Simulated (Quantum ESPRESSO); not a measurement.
Here is a Quantum ESPRESSO 7.5 calculation.

Contents of pw.in:

```
&CONTROL
  calculation = 'scf'
  prefix = 'pwscf'
  outdir = './tmp'
  pseudo_dir = './pseudo'
  tprnfor = .true.
  tstress = .true.
  disk_io = 'nowf'
/
&SYSTEM
  ibrav = 0
  nat = 1
  ntyp = 1
  ecutwfc = 55
  ecutrho = 440
  nbnd = 19
  occupations = 'smearing'
  smearing = 'fd'
  degauss = 0.00367493
  nspin = 2
  starting_magnetization(1) = 0.3158
/
&ELECTRONS
  conv_thr = 2d-10
  electron_maxstep = 120
  mixing_beta = 0.3
/
ATOMIC_SPECIES
Tb   158.9254 Tb.paw.z_19.atompaw.wentzcovitch.v1.2.upf
CELL_PARAMETERS angstrom
   0.0000000000    2.5199650902    2.5199650902
   2.5199650902    0.0000000000    2.5199650902
   2.5199650902    2.5199650902    0.0000000000
ATOMIC_POSITIONS crystal
Tb     0.0000000000    0.0000000000    0.0000000000
K_POINTS automatic
9 9 9 0 0 0
```

Potentials or basis: SSSP 1.3 efficiency PBE.

Command:

```console
$ OMP_NUM_THREADS=1 pw.x -in pw.in > pw.out
```

Q: Predict the band gap on the k mesh.

A: None (metal or under the smearing width).

Q: Predict the site moments.

A: Tb +5.87 μB.

Caveat: the magnetic or orbital state may not be the lowest; spin-orbit coupling is left out, which moves the levels of the heavy elements. The state reached can hang on the start; a lower one may exist.
